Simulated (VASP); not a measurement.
# CsBr (Pm-3m) in VASP: further runs

The runs below take CsBr through single point, relaxation of cell and atoms, with PBEsol.

Everything below comes from runs of VASP 6.6.1. Logs are shortened: lines on timing, memory, paths and dates and some standing lists are left out, and cuts for length are marked.

### Step 1. The crystal as given

It takes space group Pm-3m (No. 221, cubic). Conventional cell: a = 4.286 Å, b = 4.286 Å, c = 4.286 Å, α = 90.00°, β = 90.00°, γ = 90.00°. Cs (site symmetry m-3m) has 8 Br at 3.71 Å as nearest neighbours. Br (site symmetry m-3m) has 8 Cs at 3.71 Å as nearest neighbours.

### Step 2. Single point, PBEsol

The input, INCAR:

```
  PREC = Accurate
  ENCUT = 520
  EDIFF = 1E-6
  ISMEAR = 0
  SIGMA = 0.1
  LREAL = False
  LASPH = True
  NELM = 80
  ALGO = Normal
  ISIF = 2
  LWAVE = False
  LCHARG = True
  GGA = PS
  LELF = True
  LVHAR = True
  NBANDS = 15
```

The input, KPOINTS:

```
Automatic mesh
0
Gamma
  4 4 4
```

The input, POSCAR:

```
CsBr
1.0
    4.2860000000      0.0000000000      0.0000000000
    0.0000000000      4.2860000000      0.0000000000
    0.0000000000      0.0000000000      4.2860000000
Cs Br
1 1
Direct
    0.0000000000      0.0000000000      0.0000000000
    0.5000000000      0.5000000000      0.5000000000
```

Potentials or basis: VASP PAW PBE potentials, release 64 (Cs_sv, Br).

Run with:

```console
cat potpaw_PBE.64/Cs_sv/POTCAR potpaw_PBE.64/Br/POTCAR > POTCAR
mpirun -np 1 vasp_std > vasp.out
```

OUTCAR:

```text
PREC = Accurate
   ENCUT = 520
   EDIFF = 1E-6
   ISMEAR = 0
   LREAL = False
   LASPH = True
   NELM = 80
   ISIF = 2
   GGA = PS

 ion  position               nearest neighbor table
   1  0.000  0.000  0.000-
   2  0.500  0.500  0.500-

  LATTYP: Found a simple cubic cell.
 ALAT       =     4.2860000000

  Lattice vectors:

 A1 = (   4.2860000000,   0.0000000000,   0.0000000000)
 A2 = (   0.0000000000,   4.2860000000,   0.0000000000)
 A3 = (   0.0000000000,   0.0000000000,   4.2860000000)

Analysis of symmetry for initial positions (statically):
=====================================================================
 Subroutine PRICEL returns:
 Original cell was already a primitive cell.

 Routine SETGRP: Setting up the symmetry group for a
 simple cubic supercell.

 Subroutine GETGRP returns: Found 48 space group operations
 (whereof 48 operations were pure point group operations)
 out of a pool of 48 trial point group operations.

The static configuration has the point symmetry O_h .

Analysis of symmetry for dynamics (positions and initial velocities):
=====================================================================
 Subroutine PRICEL returns:
 Original cell was already a primitive cell.

 Routine SETGRP: Setting up the symmetry group for a
 simple cubic supercell.

 Subroutine GETGRP returns: Found 48 space group operations
 (whereof 48 operations were pure point group operations)
 out of a pool of 48 trial point group operations.

The dynamic configuration has the point symmetry O_h .

 Subroutine INISYM returns: Found 48 space group operations
 (whereof 48 operations are pure point group operations),
 and found     1 'primitive' translations

----------------------------------------------------------------------------------------

                                     Primitive cell

  volume of cell :      78.7329

  direct lattice vectors                    reciprocal lattice vectors
     4.286000000  0.000000000  0.000000000     0.233317779  0.000000000  0.000000000
     0.000000000  4.286000000  0.000000000     0.000000000  0.233317779  0.000000000
     0.000000000  0.000000000  4.286000000     0.000000000  0.000000000  0.233317779

  length of vectors
     4.286000000  4.286000000  4.286000000     0.233317779  0.233317779  0.233317779

  position of ions in fractional coordinates (direct lattice)
     0.000000000  0.000000000  0.000000000
     0.500000000  0.500000000  0.500000000

  ion indices of the primitive-cell ions
   primitive index   ion index
                 1           1
                 2           2

----------------------------------------------------------------------------------------

 KPOINTS: Automatic mesh

Automatic generation of k-mesh.
 Grid dimensions read from file:
 generate k-points for:    4    4    4

 Generating k-lattice:

  Cartesian coordinates                     Fractional coordinates (reciprocal lattice)
     0.058329445  0.000000000  0.000000000     0.250000000  0.000000000  0.000000000
     0.000000000  0.058329445  0.000000000     0.000000000  0.250000000  0.000000000
     0.000000000  0.000000000  0.058329445     0.000000000  0.000000000  0.250000000

  Length of vectors
     0.058329445  0.058329445  0.058329445

  Shift w.r.t. Gamma in fractional coordinates (k-lattice)
     0.000000000  0.000000000  0.000000000

 Subroutine IBZKPT returns following result:
 ===========================================

 Found     10 irreducible k-points:

 Following reciprocal coordinates:
            Coordinates               Weight
  0.000000  0.000000  0.000000      1.000000
  0.250000  0.000000  0.000000      6.000000
  0.500000  0.000000  0.000000      3.000000
  0.250000  0.250000  0.000000     12.000000
  0.500000  0.250000  0.000000     12.000000
  0.500000  0.500000  0.000000      3.000000
  0.250000  0.250000  0.250000      8.000000
  0.500000  0.250000  0.250000     12.000000
  0.500000  0.500000  0.250000      6.000000
  0.500000  0.500000  0.500000      1.000000
   k-points           NKPTS =     10   k-points in BZ     NKDIM =     10   number of bands    NBANDS=     15
   number of dos      NEDOS =    301   number of ions     NIONS =      2
   total plane-waves  NPLWV =  32768
   dimension x,y,z NGX =    32 NGY =   32 NGZ =   32
   dimension x,y,z NGXF=    64 NGYF=   64 NGZF=   64
   ions per type =               1   1
   NGX,Y,Z   is equivalent  to a cutoff of  12.41, 12.41, 12.41 a.u.
   NGXF,Y,Z  is equivalent  to a cutoff of  24.82, 24.82, 24.82 a.u.
 SYSTEM =  unknown system
   PREC   = accura    normal or accurate (medium, high low for compatibility)
   ISTART =      0    job   : 0-new  1-cont  2-samecut
   ICHARG =      2    charge: 1-file 2-atom 10-const
   ISPIN  =      1    spin polarized calculation?
   LNONCOLLINEAR =      F non collinear calculations
   LSORBIT =      F    spin-orbit coupling
   LASPH  =      T    aspherical Exc in radial PAW
   ENCUT  =  520.0 eV  38.22 Ry    6.18 a.u.   7.97  7.97  7.97*2*pi/ulx,y,z
   NELM   =     80;   NELMIN=  2; NELMDL= -5     # of ELM steps
   EDIFF  = 0.1E-05   stopping-criterion for ELM
   LREAL  =      F    real-space projection
   EDIFFG = 0.1E-04   stopping-criterion for IOM
   NSW    =      0    number of steps for IOM
   IBRION =     -1    ionic relax: 0-MD 1-quasi-New 2-CG
   NFREE  =      0    steps in history (QN), initial steepest desc. (CG)
   ISIF   =      2    stress and relaxation
   ISYM   =      2    0-nonsym 1-usesym 2-fastsym
   POTIM  = 0.5000    time-step for ionic-motion
   TEBEG  =    0.0;   TEEND  =   0.0 temperature during run
   PSTRESS=    0.0 pullay stress
   NELECT =      16.0000    total number of electrons
   NUPDOWN=      -1.0000    fix difference up-down
   EMIN   =  10.00;   EMAX   =-10.00  energy-range for DOS
   EFERMI =   0.00;   METHOD = LEGACY
   ISMEAR =     0;   SIGMA  =   0.10  broadening in eV -4-tet -1-fermi 0-gaus
   EFERMI_NEDOS =   21; number of points for ismear=-14 and -15
   IALGO  =     38    algorithm
   IMIX   =      4    mixing-type and parameters
     AMIX     =   0.40;   BMIX     =  1.00
     AMIX_MAG =   1.60;   BMIX_MAG =  1.00
  volume/ion in A,a.u.               =      39.37       265.66
  Fermi-wavevector in a.u.,A,eV,Ry     =   0.962489  1.818841 12.604247  0.926386
  Thomas-Fermi vector in A             =   2.091953
   LORBIT       =      0    0 simple, 1 ext, 2 COOP (PROOUT), +10 PAW based schemes
   GGA     = PS    functional components
   LHFCALC =     F    Hartree Fock is set to
   AEXX    =    0.0000 exact exchange contribution
   IVDW    =     0    specifies the selected vdW correction
   LEPSILON=     F    determine dielectric tensor
   LRPA    =     F    only Hartree local field effects (RPA)
 non-spin polarized calculation
 Gauss-broadening in eV      SIGMA  =   0.10
  energy-cutoff  :      520.00
  volume of cell :       78.73
 maximum number of plane-waves:      2176
 NGX is ok and might be reduce to    32
   NGX = 15   NGY = 15   NGZ = 15

 number of electron      15.9999999 magnetization

 Free energy of the ion-electron system (eV)
  ---------------------------------------------------
  ext. energy  EPLUGINS =         0.00000000
  ---------------------------------------------------
  free energy    TOTEN  =        -6.34351333 eV

  energy without entropy =       -6.34351333  energy(sigma->0) =       -6.34351333

 E-fermi :   0.0362     XC(G=0):  -8.2772

 val. band max:       -0.4097401282   @ k =   0.0000   0.0000   0.0000
 cond. band min:       3.9153596869   @ k =   0.0000   0.0000   0.0000
 fundamental gap:      4.3250998151
 Fermi energy:         0.0361685722

 k-point     1 :       0.0000    0.0000    0.0000
  band No.  band energies     occupation
      1     -20.1641      2.00000
      2     -12.7929      2.00000
      3      -6.7391      2.00000
      4      -6.7391      2.00000
      5      -6.7391      2.00000
      6      -0.4097      2.00000
      7      -0.4097      2.00000
      8      -0.4097      2.00000
      9       3.9154      0.00000
     10       4.3893      0.00000
     11       4.3893      0.00000
     12       8.6932      0.00000
     13       8.6932      0.00000
     14       8.6932      0.00000
     15      11.6257      0.00000

 k-point     2 :       0.2500    0.0000    0.0000
  band No.  band energies     occupation
      1     -20.1369      2.00000
      2     -12.8007      2.00000
      3      -6.9493      2.00000
      4      -6.6848      2.00000
      5      -6.6848      2.00000
      6      -1.1932      2.00000
      7      -0.5167      2.00000
      8      -0.5167      2.00000
      9       4.7834      0.00000
     10       5.2439      0.00000
     11       5.6635      0.00000
     12       8.4407      0.00000
     13       8.4407      0.00000
     14       9.0021      0.00000
     15       9.3165      0.00000

 k-point     3 :       0.5000    0.0000    0.0000
  band No.  band energies     occupation
      1     -20.1092      2.00000
      2     -12.8111      2.00000
      3      -7.1324      2.00000
      4      -6.6286      2.00000
      5      -6.6286      2.00000
      6      -1.7788      2.00000
      7      -0.6287      2.00000
      8      -0.6287      2.00000
      9       5.4255      0.00000
     10       6.7958      0.00000
     11       7.1903      0.00000
     12       7.7686      0.00000
     13       8.4367      0.00000
     14       8.4367      0.00000
     15       9.4326      0.00000
[... 91 lines left out ...]
 k-point     9 :       0.5000    0.5000    0.2500
  band No.  band energies     occupation
      1     -20.0405      2.00000
      2     -12.6501      2.00000
      3      -7.2530      2.00000
      4      -7.2530      2.00000
      5      -6.8709      2.00000
      6      -1.3135      2.00000
      7      -1.3135      2.00000
      8      -1.0960      2.00000
      9       6.1844      0.00000
     10       6.3669      0.00000
     11       7.0928      0.00000
     12       7.0928      0.00000
     13       9.7863      0.00000
     14       9.7863      0.00000
     15      10.8875      0.00000

 k-point    10 :       0.5000    0.5000    0.5000
  band No.  band energies     occupation
      1     -20.0184      2.00000
      2     -12.6099      2.00000
      3      -7.1532      2.00000
      4      -7.1532      2.00000
      5      -7.1532      2.00000
      6      -1.6230      2.00000
      7      -1.6230      2.00000
      8      -1.6230      2.00000
      9       7.8542      0.00000
     10       7.8542      0.00000
     11       7.8542      0.00000
     12       8.6263      0.00000
     13       8.6263      0.00000
     14       8.6263      0.00000
     15      10.9962      0.00000

------------------------ aborting loop because EDIFF is reached ----------------------------------------

  FORCE on cell =-STRESS in cart. coord.  units (eV):
  Direction    XX          YY          ZZ          XY          YZ          ZX
  --------------------------------------------------------------------------------------
  -------------------------------------------------------------------------------------
  Total       -0.1883703     -0.1883703     -0.1883703     -0.0000000      0.0000000     -0.0000000
  in kB       -3.8332445     -3.8332445     -3.8332445     -0.0000000      0.0000000     -0.0000000
  external PRESSURE =      -3.8332445 kB  Pullay stress =       0.0000000 kB

 VOLUME and BASIS-vectors are now :
 -----------------------------------------------------------------------------
  energy-cutoff  :      520.00
  volume of cell :       78.73
      direct lattice vectors                 reciprocal lattice vectors
     4.286000000  0.000000000  0.000000000     0.233317779  0.000000000  0.000000000
     0.000000000  4.286000000  0.000000000     0.000000000  0.233317779  0.000000000
     0.000000000  0.000000000  4.286000000     0.000000000  0.000000000  0.233317779

 POSITION                                       TOTAL-FORCE (eV/Angst)
 -----------------------------------------------------------------------------------
      0.00000      0.00000      0.00000         0.000000      0.000000      0.000000
      2.14300      2.14300      2.14300         0.000000      0.000000      0.000000
 -----------------------------------------------------------------------------------
    total drift:                                0.000000      0.000000     -0.000000

  FREE ENERGIE OF THE ION-ELECTRON SYSTEM (eV)
  ---------------------------------------------------
  free  energy   TOTEN  =        -6.3435133340 eV

  energy  without entropy=       -6.3435133340  energy(sigma->0) =       -6.34351333
```

Wall time 6.6 s (1 thread of AMD EPYC 9R45 (Zen 5), shared host); peak memory 0.14 GiB.

Results:

```
Free energy            : -6.3435 eV
Pressure               : -0.4 GPa
Band gap on the k mesh : 4.33 eV, direct
```

Caveat: the PAW data sets were made with another functional, which shifts forces and pressure a little; spin-orbit coupling is left out, which moves the levels of the heavy elements. Expect the measured gap to be larger: semilocal functionals such as PBEsol lack the derivative discontinuity.

### Step 3. Single point, PBEsol (cell and atoms relaxed tightly for response)

The input, INCAR:

```
PREC = Accurate ; ENCUT = 520
EDIFF = 1E-7 ; ISMEAR = 0
SIGMA = 0.01 ; LREAL = False
LASPH = True ; NELM = 100
ALGO = Normal ; ISIF = 2
LWAVE = False ; LCHARG = False
GGA = PS ; NBANDS = 15
```

The input, KPOINTS:

```
Automatic mesh
0
Gamma
  6 6 6
```

The input, POSCAR:

```
CsBr
1.0
    4.2421675969      0.0000000000      0.0000000000
    0.0000000000      4.2421675969      0.0000000000
    0.0000000000      0.0000000000      4.2421675969
Cs Br
1 1
Direct
    0.0000000000      0.0000000000      0.0000000000
    0.5000000000      0.5000000000      0.5000000000
```

Potentials or basis: VASP PAW PBE potentials, release 64 (Cs_sv, Br).

Run with:

```console
cat potpaw_PBE.64/Cs_sv/POTCAR potpaw_PBE.64/Br/POTCAR > POTCAR
mpirun -np 1 vasp_std > vasp.out
```

It took 6.8 s on 1 thread of Intel Xeon 6975P-C (Granite Rapids), shared host; peak memory 0.18 GiB.

Results (log left out):

```yaml
Free_energy: -6.3472 eV
Pressure: 0.1 GPa
Band_gap_on_the_k_mesh: 4.44 eV, direct
```

Levels at points of the mesh, in eV from the valence-band top:
```csv
k point,band 6,band 7,band 8,band 9,band 10,band 11
"(0.00, 0.00, 0.00)",0.00,0.00,0.00,4.44,4.75,4.75
"(0.50, 0.00, 0.00)",-1.44,-0.25,-0.25,5.83,7.35,7.77
"(0.50, 0.50, 0.00)",-0.60,-0.60,-0.02,5.15,5.39,7.18
"(0.50, 0.50, 0.50)",-1.30,-1.30,-1.30,8.41,8.41,8.41
```

Caveat: the PAW data sets were made with another functional, which shifts forces and pressure a little; spin-orbit coupling is left out, which moves the levels of the heavy elements.

### Step 4. Relaxation of cell and atoms, PBEsol (cell and atoms relaxed tightly for response)

The input, INCAR:

```
SYSTEM = CsBr
  PREC = Accurate
  ENCUT = 600
  EDIFF = 1E-6
  ISMEAR = 0
  SIGMA = 0.01
  LREAL = .FALSE.
  LASPH = .TRUE.
  NELM = 100
  ALGO = Normal
  ISIF = 3
  LWAVE = .FALSE.
  LCHARG = .FALSE.
  GGA = PS
  IBRION = 2
  NSW = 80
  EDIFFG = -0.001
```

The input, KPOINTS:

```
regular mesh
0
G
  6 6 6
  0 0 0
```

The input, POSCAR:

```
CsBr
1.0
    4.2402075832      0.0000000000      0.0000000000
    0.0000000000      4.2402075832      0.0000000000
    0.0000000000      0.0000000000      4.2402075832
Cs Br
1 1
Direct
    0.0000000000      0.0000000000      0.0000000000
    0.5000000000      0.5000000000      0.5000000000
```

Run with:

```console
cat potpaw_PBE.64/Cs_sv/POTCAR potpaw_PBE.64/Br/POTCAR > POTCAR
mpirun -np 1 vasp_std > vasp.out
```

It took 28 s on 1 thread of Intel Xeon 6975P-C (Granite Rapids), shared host; peak memory 0.23 GiB.

The run converged. Its results:

| Quantity | Value |
| --- | --- |
| Free energy | -6.3474 eV |
| Relaxed volume | 38.33 Å³/atom |
| Relaxed cell | a = 4.248 Å, b = 4.248 Å, c = 4.248 Å, α = 90.00°, β = 90.00°, γ = 90.00° |
| Space group after relaxing (to 0.05 Å) | Pm-3m (No. 221) |
| Energy gained by relaxing | 0.1 meV/atom |
| Ionic steps | 7 |
| Pressure after relaxing | 0.0 GPa |
| Band gap on the k mesh | 4.42 eV, direct |

The path:
```tsv
step	energy change (eV)	largest force (eV/Å)	pressure (GPa)	volume (Å³)
1	0.0000	0.0000	0.09	76.24
2	-0.0001	0.0000	0.03	76.47
3	-0.0001	0.0000	0.01	76.61
4	-0.0001	0.0000	0.01	76.64
5	-0.0001	0.0000	0.00	76.71
6	-0.0001	0.0000	-0.01	76.68
7	-0.0001	0.0000	0.00	76.66
```

Final structure:
```xyz
2
Lattice="4.2481 0.0000 0.0000 0.0000 4.2481 0.0000 0.0000 0.0000 4.2481" Properties=species:S:1:pos:R:3 pbc="T T T"
Cs    0.0000    0.0000    0.0000
Br    2.1240    2.1240    2.1240
```

Levels at points of the mesh, in eV from the valence-band top:
| k point | band 6 | band 7 | band 8 | band 9 | band 10 | band 11 |
| --- | --- | --- | --- | --- | --- | --- |
| (0.00, 0.00, 0.00) | 0.00 | 0.00 | 0.00 | 4.42 | 4.76 | 4.76 |
| (0.50, 0.00, 0.00) | -1.43 | -0.24 | -0.24 | 5.83 | 7.33 | 7.75 |
| (0.50, 0.50, 0.00) | -0.60 | -0.60 | -0.01 | 5.14 | 5.39 | 7.18 |
| (0.50, 0.50, 0.50) | -1.29 | -1.29 | -1.29 | 8.39 | 8.39 | 8.39 |

Caveat: the PAW data sets were made with another functional, which shifts forces and pressure a little; spin-orbit coupling is left out, which moves the levels of the heavy elements.

### Step 5. Overview

```csv
task,cell,k mesh,cutoff (eV),smearing,gap on the mesh (eV),pressure (GPa)
single point,as given,4 × 4 × 4,520,gaussian 0.1 eV,4.33,-0.4
single point,cell and atoms relaxed tightly for response,6 × 6 × 6,520,gaussian 0.01 eV,4.44,0.1
relaxation of cell and atoms,relaxed from: cell and atoms relaxed tightly for response,6 × 6 × 6,600,gaussian 0.01 eV,4.42,0.0
```

Alike in all rows: level PBEsol; potentials or basis VASP PAW PBE potentials, release 64 (Cs_sv, Br); no spin polarisation.

Caveats: the PAW data sets were made with another functional, which shifts forces and pressure a little; spin-orbit coupling is left out, which moves the levels of the heavy elements.

Total energies depend on the potentials used, so only differences within one code and one set of settings carry meaning.
